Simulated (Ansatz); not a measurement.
Set up this calculation in Ansatz 0.2.0, as the native input.

```yaml
Task: relaxation of cell and atoms
Functional: revPBE
Dispersion: D3(BJ)
Potentials_or_basis: Ansatz PAW
Cutoff: "420 eV (not typed: the program's choice for these potentials)"
k_mesh: 13 × 13 × 13
Occupations: fermi-dirac, width 0.05 eV
Spin: no spin polarisation
```

The system is Si.

```
Si
1.0
    -1.62691    1.62691    1.32033
     1.62691   -1.62691    1.32033
     1.62691    1.62691   -1.32033
Si
1
Direct
  0.00000 0.00000 0.00000
```

This isn't the form of Si at room conditions, which is diamond.

These files were run (other wordings do the same):

input.yaml

```yaml
crystal:
  lattice:
    - [-1.62691493, 1.62691493, 1.32032985]
    - [1.62691493, -1.62691493, 1.32032985]
    - [1.62691493, 1.62691493, -1.32032985]
  atoms:
    - { symbol: Si, position: [0.0, 0.0, 0.0] }
hamiltonian:
  xc: revpbe
  pseudopotentials: { kind: paw }
  dispersion: d3bj
kpoints:
  mp_grid: { grid: [13, 13, 13] }
scf:
  occupations: { method: fermi_dirac, width: 0.05 }
output:
  forces: true
  stress: true
  eigenvalues: true
relax:
  f_tol: 0.01
  max_steps: 40
  cell: { stress_tol: 0.05 }
```

Potentials or basis: Ansatz PAW.

Command:

```sh
$ ansatz run input.yaml --threads 2 --pin off --max-ram 5632MiB --backend cpu --events-out ev --progress --plain --runs-dir out
```

Results of the run:

```json
{
 "Relaxed volume": "13.25 Å³/atom",
 "Relaxed cell": "a = 2.616 Å, b = 2.616 Å, c = 2.616 Å, α = 103.43°, β = 103.43°, γ = 122.37°",
 "Space group after relaxing (to 0.05 Å)": "I4/mmm (No. 139)",
 "Energy gained by relaxing": "21.5 meV/atom",
 "Ionic steps": "8",
 "Pressure after relaxing": "0.0 GPa",
 "Band gap on the k mesh": "none (metal or under the smearing width)"
}
```

Caveat: the plane-wave basis is chosen anew once the cell has moved, so the energies of steps on either side of that aren't comparable; pairwise dispersion overbinds metals, which lowers pressure and volume; the PAW data sets come from PBE, with cores solved anew for the run's functional, which leaves a small shift of forces and pressure.

Run time: 9.6 s on 2 threads of Arm Neoverse N1 (shared host), peak memory 0.28 GiB.
